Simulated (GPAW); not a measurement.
Here is a GPAW 26.7.0 calculation.

run.py

```python
import spglib
from ase import Atoms
from ase.calculators.mixing import SumCalculator
from ase.eos import EquationOfState
from ase.io import Trajectory, read
from ase.units import GPa
from dftd4.ase import DFTD4
from gpaw import GPAW, PW

atoms = read('ZnS.cif')
cell, positions, numbers = spglib.find_primitive(
    (atoms.cell[:], atoms.get_scaled_positions(), atoms.numbers), symprec=1e-4)
atoms = Atoms(numbers, cell=cell, scaled_positions=positions, pbc=True)

traj = Trajectory('eos.traj', 'w')
volumes, energies = [], []
for x in [0.94, 0.96, 0.98, 1.0, 1.02, 1.04, 1.06]:
    a = atoms.copy()
    a.set_cell(atoms.cell * x**(1 / 3), scale_atoms=True)
    calc = GPAW(mode=PW(600),
                xc='revPBE',
                kpts={'size': (7, 7, 7), 'gamma': True},
                occupations={'name': 'fermi-dirac', 'width': 0.05},
                nbands=18,
                convergence={'density': 1e-05, 'energy': 1e-05},
                maxiter=150,
                txt=f'eos-{x:.2f}.txt')
    a.calc = SumCalculator([calc, DFTD4(method='revpbe')])
    energies.append(a.get_potential_energy())
    volumes.append(a.get_volume())
    p = -a.get_stress()[:3].mean() / GPa
    calc.write(f'eos-{x:.2f}.gpw')
    traj.write(a)
    print(f'{x:.2f} {volumes[-1]:10.4f} A^3 {energies[-1]:14.6f} eV {p:9.3f} GPa', flush=True)

v0, e0, B = EquationOfState(volumes, energies, eos='birchmurnaghan').fit()
print(f'V0 = {v0:.4f} A^3, E0 = {e0:.6f} eV, B0 = {B / GPa:.2f} GPa')
```

File ZnS.cif:

```cif
data_ZnS
_cell_length_a 5.40400000
_cell_length_b 5.40400000
_cell_length_c 5.40400000
_cell_angle_alpha 90.00000000
_cell_angle_beta 90.00000000
_cell_angle_gamma 90.00000000
_space_group_name_H-M_alt 'F-43m'
_space_group_name_Hall 'F -4 2 3'
_space_group_IT_number 216
loop_
_space_group_symop_operation_xyz
'x,y,z'
'y,-x,-z'
'-x,-y,z'
'-y,x,-z'
'x,-y,-z'
'y,x,z'
'-x,y,-z'
'-y,-x,z'
'z,x,y'
'-z,y,-x'
'z,-x,-y'
'-z,-y,x'
'-z,x,-y'
'z,y,x'
'-z,-x,y'
'z,-y,-x'
'y,z,x'
'-x,-z,y'
'-y,z,-x'
'x,-z,-y'
'-y,-z,x'
'x,z,y'
'y,-z,-x'
'-x,z,-y'
'x,y+1/2,z+1/2'
'y,-x+1/2,-z+1/2'
'-x,-y+1/2,z+1/2'
'-y,x+1/2,-z+1/2'
'x,-y+1/2,-z+1/2'
'y,x+1/2,z+1/2'
'-x,y+1/2,-z+1/2'
'-y,-x+1/2,z+1/2'
'z,x+1/2,y+1/2'
'-z,y+1/2,-x+1/2'
'z,-x+1/2,-y+1/2'
'-z,-y+1/2,x+1/2'
'-z,x+1/2,-y+1/2'
'z,y+1/2,x+1/2'
'-z,-x+1/2,y+1/2'
'z,-y+1/2,-x+1/2'
'y,z+1/2,x+1/2'
'-x,-z+1/2,y+1/2'
'-y,z+1/2,-x+1/2'
'x,-z+1/2,-y+1/2'
'-y,-z+1/2,x+1/2'
'x,z+1/2,y+1/2'
'y,-z+1/2,-x+1/2'
'-x,z+1/2,-y+1/2'
'x+1/2,y,z+1/2'
'y+1/2,-x,-z+1/2'
'-x+1/2,-y,z+1/2'
'-y+1/2,x,-z+1/2'
'x+1/2,-y,-z+1/2'
'y+1/2,x,z+1/2'
'-x+1/2,y,-z+1/2'
'-y+1/2,-x,z+1/2'
'z+1/2,x,y+1/2'
'-z+1/2,y,-x+1/2'
'z+1/2,-x,-y+1/2'
'-z+1/2,-y,x+1/2'
'-z+1/2,x,-y+1/2'
'z+1/2,y,x+1/2'
'-z+1/2,-x,y+1/2'
'z+1/2,-y,-x+1/2'
'y+1/2,z,x+1/2'
'-x+1/2,-z,y+1/2'
'-y+1/2,z,-x+1/2'
'x+1/2,-z,-y+1/2'
'-y+1/2,-z,x+1/2'
'x+1/2,z,y+1/2'
'y+1/2,-z,-x+1/2'
'-x+1/2,z,-y+1/2'
'x+1/2,y+1/2,z'
'y+1/2,-x+1/2,-z'
'-x+1/2,-y+1/2,z'
'-y+1/2,x+1/2,-z'
'x+1/2,-y+1/2,-z'
'y+1/2,x+1/2,z'
'-x+1/2,y+1/2,-z'
'-y+1/2,-x+1/2,z'
'z+1/2,x+1/2,y'
'-z+1/2,y+1/2,-x'
'z+1/2,-x+1/2,-y'
'-z+1/2,-y+1/2,x'
'-z+1/2,x+1/2,-y'
'z+1/2,y+1/2,x'
'-z+1/2,-x+1/2,y'
'z+1/2,-y+1/2,-x'
'y+1/2,z+1/2,x'
'-x+1/2,-z+1/2,y'
'-y+1/2,z+1/2,-x'
'x+1/2,-z+1/2,-y'
'-y+1/2,-z+1/2,x'
'x+1/2,z+1/2,y'
'y+1/2,-z+1/2,-x'
'-x+1/2,z+1/2,-y'
loop_
_atom_site_label
_atom_site_type_symbol
_atom_site_symmetry_multiplicity
_atom_site_Wyckoff_symbol
_atom_site_fract_x
_atom_site_fract_y
_atom_site_fract_z
_atom_site_occupancy
Zn1 Zn 4 c 0.2500000000 0.2500000000 0.2500000000 1
S1 S 4 a 0.0000000000 0.0000000000 0.0000000000 1
```

Potentials or basis: the program's PAW data sets (release 1.2.1) made for this functional, pw.

Launch:

```console
$ OMP_NUM_THREADS=1 python run.py
```

Q: What does it give for the bulk modulus?

A: 77 GPa.

Q: Predict the equilibrium volume.

A: 19.30 Å³/atom.

Energy against volume, from the lowest point:
```csv
volume (Å³/atom),energy (meV/atom)
18.543,7.57
18.938,1.64
19.332,0.00
19.727,2.18
20.121,7.80
20.516,16.50
20.910,27.93
```

**The experiment to reproduce.**

From “Electronic, vibrational, and thermodynamic properties of ZnS (zincblende and rocksalt structure)”, 2009, arxiv:0911.5022, for a bulk crystal of ZnS: bulk modulus 76.9 GPa.

Measured bulk modulus of ZnS: 76.9 GPa (quoted in “Electronic, vibrational, and thermodynamic properties of ZnS (zincblende and rocksalt structure)”, 2009, arxiv:0911.5022). This calculation gives 77 GPa (-0.1 %). The fit is for a static lattice scaled at fixed shape and fixed fractional positions.
